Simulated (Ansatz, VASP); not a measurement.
One calculation of Hf, two programs

```
Hf
1.0
     3.19670    0.00000    0.00000
    -1.59835    2.76842    0.00000
     0.00000    0.00000    5.05780
Hf
2
Cartesian
  0.0000 1.8456 1.2645
  1.5984 0.9228 3.7934
```

Alike in both runs: task single point; functional PBEsol; k mesh 6 × 6 × 4; occupations gaussian, width 0.1 eV; no spin polarisation.

|  | VASP | Ansatz |
| --- | --- | --- |
| version | VASP 6.6.1 | Ansatz 0.2.0 |
| potentials or method | VASP PAW PBE potentials, release 64 (Hf_pv) | scalar-relativistic, plane waves, PAW |
| plane-wave cutoff (eV) | 520 | 420 |
| valence electrons in the cell | 20 | 52 |

|  | VASP | Ansatz | Ansatz less VASP |
| --- | --- | --- | --- |
| gap on the k mesh at the Fermi level (eV) | none | none | - |
| pressure (GPa) | -3.9 | -3.6 | +0.35 |
| largest component of the traceless stress (GPa) | 0.41 | 0.48 | +0.065 |

A gap of «none» marks a metal or a gap that the smearing closes. With one functional, cell and mesh, what is left measures potentials, basis and numerics. The two sets of potentials don't hold the same shells in valence.

Caveats: the k mesh is coarse (spacing up to 0.38 Å⁻¹), so the values aren't converged; the PAW data sets were made with another functional, which shifts forces and pressure a little (VASP). The runs have no spin-orbit coupling, so splittings on Hf are missing.
